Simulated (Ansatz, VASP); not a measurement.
# One calculation of Bi, two programs

```
CELL_PARAMETERS angstrom
0.00000 3.77022 3.77022
3.77022 0.00000 3.77022
3.77022 3.77022 0.00000
ATOMIC_POSITIONS crystal
Bi 0.12500 0.12500 0.12500
Bi 0.87500 0.87500 0.87500
```

Alike in both runs: task single point; functional BLYP; k mesh 8 × 8 × 8; occupations fermi-dirac, width 0.1 eV; no spin polarisation.

```csv
,VASP,Ansatz
version,VASP 6.6.1,Ansatz 0.2.0
potentials or method,"VASP PAW PBE potentials, release 64 (Bi_d)","plane waves (420 eV) with PAW, scalar-relativistic"
plane-wave cutoff (eV),520,420
valence electrons in the cell,30,30
```

```csv
,VASP,Ansatz,Ansatz less VASP
pressure (GPa),-0.8,-0.9,-0.03
```

Caveats: the PAW data sets were made with another functional, which shifts forces and pressure a little (VASP).
